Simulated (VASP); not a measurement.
Set up this calculation in VASP 6.6.1, as the native input.

```yaml
Task: relaxation of cell and atoms
Functional: PBEsol
Dispersion: D3
Potentials_or_basis: VASP PAW PBE potentials, release 64 (Ta_pv, S)
Cutoff: 600 eV
k_mesh: 9 × 9 × 5
Occupations: fermi-dirac, width 0.05 eV
Spin: no spin polarisation
Further_INCAR_settings: ALGO = Normal; EDIFF = 1e-06; IBRION = 2; EDIFFG = -0.01; NSW = 60; ISIF = 3
```

The structure of TaS2 lies in POSCAR:

```
TaS2
1.0
    3.3500000000      0.0000000000      0.0000000000
   -1.6750000000      2.9011851027      0.0000000000
    0.0000000000      0.0000000000      5.8600000000
Ta S
1 2
Direct
    0.0000000000      0.0000000000      0.0000000000
    0.6666666667      0.3333333333      0.7500000000
    0.3333333333      0.6666666667      0.2500000000
```

These files were run (other wordings do the same):

INCAR

```
PREC     = Accurate       # precision mode
ENCUT    = 600            # plane-wave cutoff, eV
EDIFF    = 1E-6           # SCF threshold, eV
ISMEAR   = -1             # smearing method
SIGMA    = 0.05           # smearing width, eV
LREAL    = False          # projectors in reciprocal space
LASPH    = True           # aspherical terms in the spheres
NELM     = 80             # most SCF steps
ALGO     = Normal         # electronic algorithm
ISIF     = 3              # what is computed and relaxed
LWAVE    = False          # write WAVECAR
LCHARG   = False          # write CHGCAR
GGA      = PS             # functional
IVDW     = 11             # dispersion correction
IBRION   = 2              # ionic algorithm
NSW      = 60             # ionic steps
EDIFFG   = -0.01          # ionic threshold
```

KPOINTS

```
Automatic mesh
0
Gamma
  9 9 5
```

Potentials or basis: VASP PAW PBE potentials, release 64 (Ta_pv, S).

Run with:

```bash
$ cat potpaw_PBE.64/Ta_pv/POTCAR potpaw_PBE.64/S/POTCAR > POTCAR
$ mpirun -np 1 vasp_std > vasp.out
```

Results of the run:

```json
{"Relaxed volume": "17.89 Å³/atom", "Relaxed cell": "a = 3.301 Å, b = 3.301 Å, c = 5.686 Å, α = 90.00°, β = 90.00°, γ = 120.00°", "Space group after relaxing (to 0.05 Å)": "P-3m1 (No. 164)", "Energy gained by relaxing": "30.6 meV/atom", "Ionic steps": "25", "Pressure after relaxing": "0.1 GPa", "Largest force after relaxing": "0.005 eV/Å", "Band gap on the k mesh": "none (metal or under the smearing width)", "Dispersion energy per atom": "-0.220 eV"}
```

Caveat: the PAW data sets were made with another functional, which shifts forces and pressure a little.

Run time: 6.4 min on 1 thread of Intel(R) Xeon(R) Platinum 8488C (Sapphire Rapids), on a shared host, peak memory 0.26 GiB.
